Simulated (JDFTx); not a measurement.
The system is Ca.

```xyz
2
Lattice="3.9800 0.0000 0.0000 -1.9900 3.4468 0.0000 0.0000 0.0000 6.5200" Properties=species:S:1:pos:R:3 pbc="T T T"
Ca    1.9900    1.1489    4.8900
Ca    0.0000    2.2979    1.6300
```

This isn't the form of Ca at room conditions, which is fcc.

| Property | Result |
| --- | --- |
| Program | JDFTx 1.7.0 (patched build) |
| Task | single point |
| Functional | PBE |
| Potentials or basis | PseudoDojo-SR-PBE-0.5-standard with smoothed tails |
| Cutoff | 925 eV |
| Density cutoff | 7401 eV |
| k mesh | 8 × 8 × 4 |
| Occupations | fermi-dirac, width 0.05 eV |
| Spin | no spin polarisation |

On this cell: pressure -0.9 GPa; largest force under 0.003 eV/Å; band gap on the k mesh none (metal or under the smearing width).

The same run follows on a disturbed copy (atoms moved at random, drawn with an rms of 0.05 Å):

```
CELL_PARAMETERS angstrom
3.98000 0.00000 0.00000
-1.99000 3.44678 0.00000
0.00000 0.00000 6.52000
ATOMIC_POSITIONS crystal
Ca 0.67210 0.33832 0.75526
Ca 0.33342 0.67190 0.24816
```

Task: What changes?

Result: The energy (extrapolated to zero smearing) moves by +0.8 meV/atom; pressure -0.9 GPa; largest force 0.063 eV/Å; band gap on the k mesh none (metal or under the smearing width).

Forces on the atoms (eV/Å):
```
Ca  -0.008  0.000 -0.063
Ca   0.008  0.000  0.063
```

Stress tensor (GPa, compression positive):
```
-0.95  0.03  0.00
 0.03 -0.95  0.00
 0.00  0.00 -0.69
```

Caveats: the empty levels aren't tightly converged; the cell was measured hot, at 723 K.
